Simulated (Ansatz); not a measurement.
**Run on MnSb (Fm-3m) — total moment held at 1.27 μB**

The calculation used Ansatz 0.2.0, DFT, PBE, all-electron LAPW, scalar-relativistic.

Command: `ansatz run input.yaml --threads 1 --pin off --max-ram 3072MiB --backend cpu --events-out ev --progress --plain --runs-dir out`

```yaml
crystal:
  lattice:
    - [0.0, 2.795016, 2.795016]
    - [2.795016, 0.0, 2.795016]
    - [2.795016, 2.795016, 0.0]
  atoms:
    - { symbol: Mn, position: [0.0, 0.0, 0.0], spin: 1.27 }
    - { symbol: Sb, position: [0.5, 0.5, 0.5] }
magnetization:
  spin_polarized: true
  initial_magnetization: 1.27
  spin_locking: { lock_magnetization: hard }
kpoints:
  mp_grid: { grid: [12, 12, 12] }
scf:
  occupations: { method: fermi_dirac, width: 0.08 }
  lower_state_search: "off"
hamiltonian:
  xc: pbe
  pseudopotentials: { kind: all_electron, lapw: { basis_error: 0.001 } }
output:
  forces: true
  stress: true
  eigenvalues: false
```

Output:

```
settings of this run that can trade accuracy for cost: output.eigenvalues: false. Do not mix this run's numbers with those of runs without the same settings; the input reference describes each key
LAPW: plane waves up to 7.967 Å⁻¹, error target 1.0e-3 eV per atom; small_component_spin mean_spin; Mn in spheres of 1.369 Å, 15 of its electrons in bands, Dirac shells []; Sb in spheres of 1.426 Å, 23 of its electrons in bands, Dirac shells [] (how accurate: hamiltonian.pseudopotentials.lapw.basis_error, Limitations)
Engine: ansatz 0.2.0
Pseudopotentials: kind: all_electron
Pseudopotential: Mn, LAPW, valence charge 15, lapw/all_electron/scalar/gaussian/Mn, Koelling and Harmon's equation, gaussian nucleus
Pseudopotential: Sb, LAPW, valence charge 23, lapw/all_electron/scalar/gaussian/Sb, Koelling and Harmon's equation, gaussian nucleus
Functional definition: PBE
  parameter kappa = 0.804
  parameter beta = 0.06672455060314922
  exchange = pbe_x(kappa = kappa, mu = beta*pi^2/3)
  correlation = pbe_c(beta = beta)
Crystal: 2 atoms, lattice volume = 43.670 Å³
Basis set: ecut = 241.82230156011056 eV, 339 PW (Γ), exchange–correlation at level 2
Bands: 24, of which v1, the nominal top of the filled ones, is band 19 counted from 1 (18 counted from 0)
Symmetry: 48 space group operations
Space group: Fm-3m (ITA 225), of the structure as read, at distance tolerance 3.5e-5 Å
Magnetic group: BNS 225.116 (UNI 1618), of the structure as read, at distance tolerance 3.5e-5 Å
k-points: 72 of 1728
Non-local potential: Mn, projectors of the file, none
Non-local potential: Sb, projectors of the file, none
Initial density: superposition of atomic densities (chi_scale 0.1, normalization cell)
Starting moments: Σ|m| = 1.27 μB on 1 of 2 sites
Initial wavefunctions: plane waves of lowest kinetic energy (no species holds an atomic orbital)
Functional: x = pbe(κ = 0.804, μ = 0.2195149727645171), c = pbe(β = 0.06672455060314922)
iter 1 solved again at ethr=6.01e-3 eV; its pass at ethr=1.00e-1 eV (dr2=2.29e0 eV) is discarded
SCF iter   1: F=—  HF=-207895.576570 eV  |F-HF|=—  |Δ(HF+E_count)|=         —  Δρ=3.23e-2 (↑3.23e-2 ↓1.93e-2)  dr2=2.28e0  dr2_m=1.82e-2  M=1.270 μB ∫|m|=1.651 μB  β_m=0.30  ethr=6.01e-3  ⟨swp⟩=2.0  Hψ=23056  notcnv=0
preconditioner: auto → Kerker (q_TF=auto, 2.666 Å⁻¹)  [metal: Δε(μ)=0.010 eV  Ē_g=5.895 eV  σ=0.080 eV  W_gap=0.03  n_scr=14 (ndim 8)  ℏωp=19.5 eV  f_vac=0.000  D(μ)=5.30/eV (n_scr^D=64)]
[...]
the basis was enlarged: its passes take 563.5 KiB over the memory plan, 2 of 2 planned eigensolver slots
[...]
iter 12 did not close the SCF: its close was put off for a basis of augmented plane waves that was refined there (scf_convergence_deferred on its scf_iter line)
[...]
Stability checked in part: among states of this total moment the steps that led to this state did not find it unstable. No probe was made; neither looks for a lower state of another moment (fixed_total_moment; see scf.lower_state_search)
Magnetization: 1.2700 μB (19.6350 up, 18.3650 down)
Absolute magnetization: 1.8913 μB (∫|ρ↑−ρ↓|)
Spin contamination: 0.3499 ħ² per cell (⟨S²⟩ above its minimum at these occupations)
Per-site moments (μB) at R_I (Å): [(1.55877006546398, 1.3691472678882148), (-0.19350394187749131, 1.425868690462801)]
Free energy (F): -207894.918521 eV
Harris-Foulkes:  -207894.918521 eV  (|F-HF|=8.15e-9)
Internal energy: -207894.830632 eV  (E = F + TS)
E sigma→0 (E₀):  -207894.874577 eV
Entropy (-TS):   -0.087889 eV (-43.944 meV/atom)
Fermi energy:    13.446396 (↑ 12.929490, ↓ 13.963303) eV
--- Per-component energies (eV) ---
  E_band       = -1126.369500
  E_kinetic    = 217788.415518
  E_xc         = -6065.956884
  E_electrostatic = -419617.289266  (all electrons and nuclei)
  E_smearing   = -0.087889  (= −TS)
  E_closure    = 0.000000  (closes the sum)
  E_atoms      = -207882.800801  (free atoms, spherical and without spin; not in F)
  Σ components = -207894.918521   (vs F -207894.918521, Δ=0.00e0)
  Basis errors (estimates in eV, not in F): energy 3.7e-4 per atom: plane waves 3.3e-4 (1.8e-4 summed), levels above the bands 4.7e-30, relativity 4.4e-8, radial functions 3.8e-5, core shells 7.7e-9; eigenvalues (radial functions only) 1.7e-6; not estimated: angular momenta, meshes, grids; target (lapw.basis_error) 1.0e-3; muffin-tin radii Mn 1.369 Å, Sb 1.426 Å
--- Forces (eV/Å), atoms counted from 1 ---
  atom   1  Mn     0.00000000    -0.00000000     0.00000000
  atom   2  Sb    -0.00000000     0.00000000     0.00000000
  max |Σ_I F_I| component: 1.23e-32 eV/Å
--- Stress (GPa, compression-positive) ---
      -11.039301       0.000000      -0.000000
        0.000000     -11.039301       0.000000
       -0.000000       0.000000     -11.039301
  P = ⅓ Tr σ = -11.0393 GPa (-110.393 kbar)
settings of this run that can trade accuracy for cost: output.eigenvalues: false. Do not mix this run's numbers with those of runs without the same settings; the input reference describes each key
```

Site moments (μB): Mn1 1.56, Sb2 -0.19. Cell moment 1.27 μB.

The magnetic group in the log treats spin as a scalar label, without spin–orbit coupling.

The Ansatz runs typed with the search for lower states off end where their start leads. Spin–orbit coupling is left out although heavy atoms are present. None of this fixes the real material's magnetic order: only patterns that fit the cell were computed, at zero temperature, with a functional that can overstate moments.

It took 47 s on 1 thread of Arm Neoverse V1, on a shared host, peak memory 0.53 GiB.
